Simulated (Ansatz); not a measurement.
## CuO (Tenorite) under changes of volume

One of the cells (10.163 Å³/atom); the others are scaled copies at fixed shape and fractional positions:

```
CELL_PARAMETERS angstrom
2.34465 -1.71340 0.00000
2.34465 1.71340 0.00000
-0.86055 0.00000 5.05944
ATOMIC_POSITIONS crystal
Cu 0.49680 0.00320 0.50000
Cu 0.00320 0.49680 0.00000
O 0.40560 0.57140 0.75370
O 0.57140 0.40560 0.25370
```

```yaml
Program: Ansatz 0.2.0
Functional: PBE
Potentials_or_basis: all-electron LAPW, scalar-relativistic
Cutoff: 461 eV (chosen from the basis error)
Basis_error_allowed: 0.001 eV/atom
k_mesh: 10 × 10 × 5
Occupations: fermi-dirac, width 0.05 eV
Spin: no spin polarisation
```

```csv
volume (Å³/atom),energy over the lowest point (meV/atom),pressure (GPa),largest force (eV/Å)
9.553,?,?,?
9.756,30.02,14.0,0.890
9.959,15.10,9.6,0.822
10.163,5.49,5.7,0.760
10.366,0.62,2.1,0.723
10.569,0.00,-1.0,0.713
10.772,3.19,-3.9,0.709
```

Question: What does the run at 9.553 Å³/atom give?

Answer: Energy over the lowest point 50.87 meV/atom; pressure 19.0 GPa; largest force 0.962 eV/Å.

Worked out: A Birch-Murnaghan fit of order 3 (a polynomial in V^(-2/3)) to the other rows has its minimum at 10.50 Å³/atom with B0 = V·E''(V) = 161 GPa and B' = 4.7 at fixed shape and positions, which overstates the stiffness. It gives 50.83 meV/atom at 9.553 Å³/atom, against the run's 50.87, and -dE/dV = 18.9 GPa, against 19.0.

Energies are extrapolated to zero smearing.

Caveats: the run has no spin polarisation, though such a crystal can be magnetic.
